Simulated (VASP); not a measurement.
# Li (Fd-3m) in VASP: single point with LDA

Aim: the single point of Li with LDA.

Everything below comes from runs of VASP 6.6.1. Logs are shortened: lines on timing, memory, paths and dates and some standing lists are left out, and cuts for length are marked.

### Step 1. The crystal as given

Symmetry: Fd-3m, No. 227, cubic system. The conventional cell has a = 5.738 Å, b = 5.738 Å, c = 5.738 Å, α = 90.00°, β = 90.00°, γ = 90.00°. Around Li (site symmetry -43m) lie 4 Li at 2.48 Å.

The cell was built by a generator and needn't be a form met in nature.

### Step 2. Single point, LDA

Input file INCAR:

```
SYSTEM = Li
ALGO     = Normal         ! electronic algorithm
EDIFF    = 1E-6           ! SCF threshold, eV
ENCUT    = 520            ! plane-wave cutoff, eV
ISIF     = 2              ! what is computed and relaxed
ISMEAR   = -1             ! smearing method
LASPH    = .TRUE.         ! aspherical terms in the spheres
LCHARG   = .TRUE.         ! write CHGCAR
LELF     = .TRUE.         ! ELF
LREAL    = .FALSE.        ! projectors in reciprocal space
LVHAR    = .TRUE.       
LWAVE    = .FALSE.        ! write WAVECAR
NBANDS   = 10             ! bands
NELM     = 100            ! most SCF steps
PREC     = Accurate       ! precision mode
SIGMA    = 0.13605693000000002 ! smearing width, eV
```

Input file KPOINTS:

```
k-points
0
G
  8 8 8
  0 0 0
```

Input file POSCAR:

```
Li
1.0
    0.0000000000      2.8691943333      2.8691943333
    2.8691943333      0.0000000000      2.8691943333
    2.8691943333      2.8691943333      0.0000000000
Li
2
Direct
    0.0000000000      0.0000000000      0.0000000000
    0.2500000000      0.2500000000      0.2500000000
```

Potentials or basis: VASP PAW LDA potentials, release 64 (Li_sv).

Run with:

```console
$ cat potpaw_LDA.64/Li_sv/POTCAR > POTCAR
$ mpirun -np 1 vasp_std > vasp.out
```

OUTCAR:

```text
SYSTEM = Li
   EDIFF = 1E-6
   ENCUT = 520
   ISIF = 2
   ISMEAR = -1
   LASPH = .TRUE.
   LREAL = .FALSE.
   NELM = 100
   PREC = Accurate

 ion  position               nearest neighbor table
   1  0.000  0.000  0.000-   2 2.48   2 2.48   2 2.48   2 2.48
   2  0.250  0.250  0.250-   1 2.48   1 2.48   1 2.48   1 2.48

  LATTYP: Found a face centered cubic cell.
 ALAT       =     5.7383886666

  Lattice vectors:

 A1 = (   0.0000000000,   2.8691943333,   2.8691943333)
 A2 = (   2.8691943333,   0.0000000000,   2.8691943333)
 A3 = (   2.8691943333,   2.8691943333,   0.0000000000)

Analysis of symmetry for initial positions (statically):
=====================================================================
 Subroutine PRICEL returns:
 Original cell was already a primitive cell.

 Routine SETGRP: Setting up the symmetry group for a
 face centered cubic supercell.

 Subroutine GETGRP returns: Found 48 space group operations
 (whereof 24 operations were pure point group operations)
 out of a pool of 48 trial point group operations.

The static configuration has the point symmetry T_d .
 The point group associated with its full space group is O_h .

Analysis of symmetry for dynamics (positions and initial velocities):
=====================================================================
 Subroutine PRICEL returns:
 Original cell was already a primitive cell.

 Routine SETGRP: Setting up the symmetry group for a
 face centered cubic supercell.

 Subroutine GETGRP returns: Found 48 space group operations
 (whereof 24 operations were pure point group operations)
 out of a pool of 48 trial point group operations.

The dynamic configuration has the point symmetry T_d .
 The point group associated with its full space group is O_h .

 Subroutine INISYM returns: Found 48 space group operations
 (whereof 24 operations are pure point group operations),
 and found     1 'primitive' translations

----------------------------------------------------------------------------------------

                                     Primitive cell

  volume of cell :      47.2400

  direct lattice vectors                    reciprocal lattice vectors
     0.000000000  2.869194333  2.869194333    -0.174264948  0.174264948  0.174264948
     2.869194333  0.000000000  2.869194333     0.174264948 -0.174264948  0.174264948
     2.869194333  2.869194333  0.000000000     0.174264948  0.174264948 -0.174264948

  length of vectors
     4.057653539  4.057653539  4.057653539     0.301835743  0.301835743  0.301835743

  position of ions in fractional coordinates (direct lattice)
     0.000000000  0.000000000  0.000000000
     0.250000000  0.250000000  0.250000000

[... 86 lines left out ...]
   PSTRESS=    0.0 pullay stress
   NELECT =       6.0000    total number of electrons
   NUPDOWN=      -1.0000    fix difference up-down
   EMIN   =  10.00;   EMAX   =-10.00  energy-range for DOS
   EFERMI =   0.00;   METHOD = LEGACY
   ISMEAR =    -1;   SIGMA  =   0.14  broadening in eV -4-tet -1-fermi 0-gaus
   EFERMI_NEDOS =   21; number of points for ismear=-14 and -15
   IALGO  =     38    algorithm
   IMIX   =      4    mixing-type and parameters
     AMIX     =   0.40;   BMIX     =  1.00
     AMIX_MAG =   1.60;   BMIX_MAG =  1.00
  volume/ion in A,a.u.               =      23.62       159.40
  Fermi-wavevector in a.u.,A,eV,Ry     =   0.822916  1.555085  9.213730  0.677190
  Thomas-Fermi vector in A             =   1.934334
   LORBIT       =      0    0 simple, 1 ext, 2 COOP (PROOUT), +10 PAW based schemes
   GGA     = CA    functional components
   LHFCALC =     F    Hartree Fock is set to
   AEXX    =    0.0000 exact exchange contribution
   IVDW    =     0    specifies the selected vdW correction
   LEPSILON=     F    determine dielectric tensor
   LRPA    =     F    only Hartree local field effects (RPA)
 non-spin polarized calculation
  energy-cutoff  :      520.00
  volume of cell :       47.24
 maximum number of plane-waves:      1287
   NGX = 15   NGY = 15   NGZ = 15

 number of electron       5.9999978 magnetization

 Free energy of the ion-electron system (eV)
  ---------------------------------------------------
  ext. energy  EPLUGINS =         0.00000000
  ---------------------------------------------------
  free energy    TOTEN  =        -3.06536171 eV

  energy without entropy =       -3.02027404  energy(sigma->0) =       -3.04281787

 E-fermi :   0.4054     XC(G=0):  -6.7498

 val. band max:        0.1590364167   @ k =   0.5000   0.0000   0.0000
 cond. band min:       0.4294412922   @ k =  -0.3750   0.3750   0.0000
 fundamental gap:      0.2704048755
 Fermi energy:         0.4054281594

 k-point     1 :       0.0000    0.0000    0.0000
  band No.  band energies     occupation
      1     -46.4596      2.00000
      2     -46.3502      2.00000
      3      -3.0404      2.00000
      4       6.1194      0.00000
      5       6.1194      0.00000
      6       6.1194      0.00000
      7       7.3344      0.00000
      8       7.3344      0.00000
      9       7.3344      0.00000
     10      12.4345      0.00000
[... 287 lines left out ...]
 k-point    24 :      -0.3750    0.2500    0.1250
  band No.  band energies     occupation
      1     -46.4238      2.00000
      2     -46.3852      2.00000
      3      -0.4416      1.99605
      4       0.4877      0.70638
      5       3.2247      0.00000
      6       3.2708      0.00000
      7       7.3850      0.00000
      8       9.0403      0.00000
      9      11.1232      0.00000
     10      11.8059      0.00000

 [... further k-points ...]

------------------------ aborting loop because EDIFF is reached ----------------------------------------

  FORCE on cell =-STRESS in cart. coord.  units (eV):
  Direction    XX          YY          ZZ          XY          YZ          ZX
  --------------------------------------------------------------------------------------
  -------------------------------------------------------------------------------------
  Total       -0.0386900     -0.0386900     -0.0386900     -0.0000000      0.0000000      0.0000000
  in kB       -1.3121994     -1.3121994     -1.3121994     -0.0000000      0.0000000      0.0000000
  external PRESSURE =      -1.3121994 kB  Pullay stress =       0.0000000 kB

 VOLUME and BASIS-vectors are now :
 -----------------------------------------------------------------------------
  energy-cutoff  :      520.00
  volume of cell :       47.24
      direct lattice vectors                 reciprocal lattice vectors
     0.000000000  2.869194333  2.869194333    -0.174264948  0.174264948  0.174264948
     2.869194333  0.000000000  2.869194333     0.174264948 -0.174264948  0.174264948
     2.869194333  2.869194333  0.000000000     0.174264948  0.174264948 -0.174264948

 POSITION                                       TOTAL-FORCE (eV/Angst)
 -----------------------------------------------------------------------------------
      0.00000      0.00000      0.00000         0.000000      0.000000      0.000000
      1.43460      1.43460      1.43460        -0.000000     -0.000000     -0.000000
 -----------------------------------------------------------------------------------
    total drift:                                0.000000      0.000000      0.000000

  FREE ENERGIE OF THE ION-ELECTRON SYSTEM (eV)
  ---------------------------------------------------
  free  energy   TOTEN  =        -3.0653617053 eV

  energy  without entropy=       -3.0202740384  energy(sigma->0) =       -3.04281787
```

stdout:

```text
POSCAR found type information on POSCAR Li
 POSCAR found :  1 types and       2 ions
 scaLAPACK will be used
 LDA part: xc-table for (Slater(with rela. corr.)+CA(PZ))
 , standard interpolation
 POSCAR, INCAR and KPOINTS ok, starting setup
 FFT: planning ... GRIDC
 FFT: planning ... GRID_SOFT
 FFT: planning ... GRID
 WAVECAR not read
 entering main loop
```

It took 6.8 s on 1 thread of AMD EPYC 9R45 (Zen 5), shared host; peak memory 0.11 GiB.

What came out:

- Free energy: -3.0654 eV
- Band gap on the k mesh: none (metal or under the smearing width)

Caveat: the cutoff is under 1.25 times the usual one of these potentials, so pressure, stress and relaxed cells hold a basis-set (Pulay) error.
